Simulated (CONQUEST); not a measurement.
# GaN (F-43m) in CONQUEST: notebook, part 2 of 2

CONQUEST 1.3.

### Step 5. Single point, PBE

The input, Conquest_input:

```
IO.Title GaN
IO.Coordinates coords.dat
IO.FractionalAtomicCoords T
IO.Iprint 2
IO.Iprint_init 1
General.NumberOfSpecies 2
General.PseudopotentialType hamann
AtomMove.TypeOfRun static
AtomMove.FullStress T
Grid.GridCutoff 150
DM.SolutionMethod diagon
Diag.MPMesh T
Diag.GammaCentred T
Diag.MPMeshX 8
Diag.MPMeshY 8
Diag.MPMeshZ 6
Diag.kT 0.00183747
minE.SCTolerance 1e-6
SC.MaxIters 100
IO.AtomChargeOutput T
%block ChemicalSpeciesLabel
1 69.720 Ga
2 14.010 N
%endblock
```

The input, coords.dat:

```
    6.0224269986     0.0000000000     0.0000000000
    0.0000000000     6.0224269986     0.0000000000
    0.0000000000     0.0000000000     8.5169979397
4
  0.0000000000   0.0000000000   0.0000000000 1 T T T
  0.5000000000   0.5000000000   0.5000000000 1 T T T
  0.0000000000   0.5000000000   0.7500000000 2 T T T
  0.5000000000   0.0000000000   0.2500000000 2 T T T
```

Potentials or basis: PseudoDojo NC PBE, DZ, grid cutoff 150 Ha.

Started as:

```
$ OMP_NUM_THREADS=1 Conquest
```

It took 2.2 min on 1 thread of Intel Xeon Platinum 8259CL at 2.50GHz (Skylake/Cascade Lake), shared host; peak memory 0.6 GiB.

It converged, with:

```
Free energy            : -4726.5722 eV
Pressure               : 9.8 GPa
Band gap on the k mesh : 1.81 eV
Mulliken charges       : Ga +1.37; N -1.37 e
```

Levels at points of the mesh, in eV from the valence-band top:
| k point | band 16 | band 17 | band 18 | band 19 | band 20 | band 21 |
| --- | --- | --- | --- | --- | --- | --- |
| (0.00, 0.00, 0.00) | 0.00 | 0.00 | 0.00 | 1.81 | 3.72 | 8.69 |
| (0.00, 0.00, 0.50) | -1.53 | -1.53 | -1.53 | 4.91 | 4.91 | 8.86 |
| (0.00, 0.50, 0.00) | -3.34 | -1.06 | -1.06 | 6.61 | 6.61 | 8.18 |
| (0.00, 0.50, 0.50) | -1.00 | -1.00 | -1.00 | 4.85 | 4.85 | 9.15 |
| (0.50, 0.00, 0.00) | -3.34 | -1.06 | -1.06 | 6.61 | 6.61 | 8.18 |
| (0.50, 0.00, 0.50) | -1.00 | -1.00 | -1.00 | 4.85 | 4.85 | 9.15 |
| (0.50, 0.50, 0.00) | -2.79 | -2.79 | -2.79 | 3.72 | 3.72 | 8.69 |
| (0.50, 0.50, 0.50) | -3.74 | -3.74 | -3.74 | 6.64 | 6.64 | 8.82 |

Caveat: the atomic basis is small; Mulliken charges move with the basis; the box holds several primitive cells, so bands are folded and the points are those of the box's own zone; the basis of atomic orbitals isn't converged, which shifts pressures, moduli and gaps; the real-space grid breaks the cell's symmetry a little.

### Step 6. Single point, PBE

Conquest_input is that of step 5.

coords.dat is that of step 5.

Potentials or basis: PseudoDojo NC PBE, SZP, grid cutoff 150 Ha.

Started as:

```
$ OMP_NUM_THREADS=1 Conquest
```

Standard output:

```text
Simulation cell dimensions:     6.0224 a0 x     6.0224 a0 x     8.5170 a0

      Atomic coordinates (a0)
         Atom         X         Y         Z  Species
            1    0.0000    0.0000    0.0000        1
            2    3.0112    3.0112    4.2585        1
            3    0.0000    3.0112    6.3877        2
            4    3.0112    0.0000    2.1292        2

         Monkhorst-Pack mesh:   8 x   8 x   6 gamma-centred
        This calculation includes non-local pseudopotentials,
         with a maximum core radius of      8.05697590

    Job title: GaN
    Job to be run: static calculation

[... 5 lines left out ...]
      Using Fermi-Dirac smearing

    Integration grid size:     36 x   36 x   48

    Integration grid spacing:  0.167 a0 x 0.167 a0 x 0.177 a0

    Number of species:  2
    --------------------------------------------------------
    |   #  mass (au)  Charge (e)  SF Rad (a0)  NSF  Label  |
    --------------------------------------------------------
    |   1     69.720      13.000        8.340   14  Ga     |
    |   2     14.010       5.000        5.678    9  N      |
    --------------------------------------------------------
          SCF tolerance:                 0.00000100
          SCF iterations:               100

    The functional used will be GGA PBE96

           radial cut-off to be used is taken to be max PAO cut-off radius for this species:    8.056976

           greatest ang. mom. for making density from PAOs:  2

           radial cut-off to be used is taken to be max PAO cut-off radius for this species:    5.483972

           greatest ang. mom. for making density from PAOs:  2
    Minimum blocs/proc is      972. Maximum blocs/proc is      972
    set_atom_dens: In set_atomic_density, electrons :      36.000000000000
 matrix_size & matrix_size_padH =           46          46

    Screened ion int: energy:    -137.434738621847 Ha

    new_SC_potl: Starting.  Tolerance:  0.10000E-05

    PulayMixSC: Starting Pulay mixing, A_up =  0.500 A_dn =  0.500
    PulayMixSC: Spin non-polarised calculation.
          Harris-Foulkes Energy            :      -173.827338920562624 Ha
          (TS=0 as O(N) or entropic contribution is negligible)
          DFT Total Energy                 :      -173.455971756691440 Ha
          Total number of electrons        :        36.000000000000483
    PulayMixSC: Pulay iteration     1 residual:              0.75544E-02
          Harris-Foulkes Energy            :      -173.712971323894976 Ha
          (TS=0 as O(N) or entropic contribution is negligible)
          DFT Total Energy                 :      -173.652517997904084 Ha
          Total number of electrons        :        35.999990903095608
    PulayMixSC: Pulay iteration     2 residual:              0.39990E-02
          Harris-Foulkes Energy            :      -173.691422829844839 Ha
          (TS=0 as O(N) or entropic contribution is negligible)
          DFT Total Energy                 :      -173.690927271603471 Ha
          Total number of electrons        :        35.999986312678971
    PulayMixSC: Pulay iteration     3 residual:              0.95477E-03
          Harris-Foulkes Energy            :      -173.691120391117749 Ha
          (TS=0 as O(N) or entropic contribution is negligible)
          DFT Total Energy                 :      -173.691101825341889 Ha
          Total number of electrons        :        35.999978470780725
    PulayMixSC: Pulay iteration     4 residual:              0.75222E-04
          Harris-Foulkes Energy            :      -173.691107971518818 Ha
          (TS=0 as O(N) or entropic contribution is negligible)
          DFT Total Energy                 :      -173.691107852303418 Ha
          Total number of electrons        :        35.999978270016484
    PulayMixSC: Pulay iteration     5 residual:              0.16149E-04
          Harris-Foulkes Energy            :      -173.691107929012048 Ha
          (TS=0 as O(N) or entropic contribution is negligible)
          DFT Total Energy                 :      -173.691107925870057 Ha
          Total number of electrons        :        35.999978060303178
    PulayMixSC: Pulay iteration     6 residual:              0.22923E-05
          Harris-Foulkes Energy            :      -173.691107926128723 Ha
          (TS=0 as O(N) or entropic contribution is negligible)
          DFT Total Energy                 :      -173.691107926160896 Ha
          Total number of electrons        :        35.999978060976240
    PulayMixSC: Pulay iteration     7 residual:              0.90387E-07
    PulayMixSC: Reached SCF tolerance of  0.90387E-07 after      7 iterations
      | Number of electrons      =        35.999978
      |* band energy as 2Tr[K.H] =       -22.537544814313410 Ha
      |  screened ion-ion energy =      -137.434738621847401 Ha
      |  Ha correction           =         0.477475519388857 Ha
      |  XC correction           =       -14.196296357045586 Ha
      |* Harris-Foulkes energy   =      -173.691107926128723 Ha
      |* DFT total energy        =      -173.691107926160896 Ha
      |  estimated accuracy      =         0.000000000032173 Ha

    force: Forces on atoms (Ha/a0)
    force:  Atom   X              Y              Z
    force:     1  -0.0000000000   0.0000000000  -0.0000000000
    force:     2   0.0000000000  -0.0000000000   0.0000000000
    force:     3   0.0000000000  -0.0000000000   0.0000000000
    force:     4   0.0000000000   0.0000000000  -0.0000000000

    force: Maximum force :        0.00000000(Ha/a0) on atom         1 in z direction
    force: Force Residual:        0.00000000 Ha/a0
    force: Total stress:         -9.85447834     0.00000000     0.00000000 GPa
                             0.00000000    -9.85447834     0.00000000
                             0.00000000     0.00000000   -10.05905515
    force: Average pressure:      9.92267061 GPa

    force: Finished force
    get_E_and_F: Change in energy during last step of electronic optimisation:  0.28833E-08

    BIBLIOGRAPHY: Please consider citing the following references in the conquest.bib file

    CONQUEST:         Bowler2002pt, Miyazaki2004, Nakata2020
    Basis:            Bowler2019
    DM:               Bowler:2006xr
    Pseudopotentials: Hamann2013, Bowler2019
    XC functional:    Perdew1996
```

Wall time 2.4 min (1 thread of Intel Xeon Platinum 8259CL at 2.50GHz (Skylake/Cascade Lake), shared host); peak memory 0.66 GiB.

What came out:

| Item | Value |
| --- | --- |
| Free energy | -4726.3758 eV |
| Pressure | 9.9 GPa |
| Band gap on the k mesh | 2.20 eV |
| Mulliken charges | Ga +0.77; N -0.77 e |

Caveat: the atomic basis is small; Mulliken charges move with the basis; the basis of atomic orbitals isn't converged, which shifts pressures, moduli and gaps; the real-space grid breaks the cell's symmetry a little.

### Step 7. Summary

| potentials or basis | cell | gap on the mesh (eV) | pressure (GPa) |
| --- | --- | --- | --- |
| PseudoDojo NC PBE, SZ, grid cutoff 150 Ha | atoms moved at random, drawn with an rms of 0.05 Å | 1.75 | 15.8 |
| PseudoDojo NC PBE, DZP, grid cutoff 150 Ha | as given | 1.84 | 8.7 |
| PseudoDojo NC PBE, DZ, grid cutoff 150 Ha | as given | 1.81 | 9.8 |
| PseudoDojo NC PBE, SZP, grid cutoff 150 Ha | as given | 2.20 | 9.9 |

Alike in all rows: task single point; level PBE; no spin polarisation; k mesh 8 × 8 × 6; smearing fermi-dirac 0.05 eV.

Caveats: the basis of atomic orbitals isn't converged, which shifts pressures, moduli and gaps; the atomic basis is small (some runs); the real-space grid breaks the cell's symmetry a little (some runs); the box holds several primitive cells, so bands are folded and the points are those of the box's own zone (some runs).

Total energies depend on the potentials used, so only differences within one code and one set of settings carry meaning.

### Step 8. Comparison with measurements

Step 4. Against the measured gap of GaN, 3.299 eV (direct; 0 K; a printed reference work, textbook), the calculated 1.84 eV is off by -1.46 eV. Spin-orbit coupling on Ga is left out. The value is that of PBE in an atomic basis (PseudoDojo NC PBE, DZP, grid cutoff 150 Ha), whose error adds to the functional's, on a finite k mesh, which can miss the band edges, without temperature or zero-point motion. Semilocal functionals fall short of measured gaps as a rule. The cell is a database's relaxed one, not the measured one, which moves gaps too.

Step 6. Measured gap of GaN: 3.299 eV (direct; 0 K; a printed reference work, textbook). This calculation gives 2.20 eV (-1.09 eV). Spin-orbit coupling on Ga is left out. The value is that of PBE in an atomic basis (PseudoDojo NC PBE, SZP, grid cutoff 150 Ha), whose error adds to the functional's, on a finite k mesh, which can miss the band edges, without temperature or zero-point motion. Semilocal functionals fall short of measured gaps as a rule. The cell is a database's relaxed one, not the measured one, which moves gaps too.
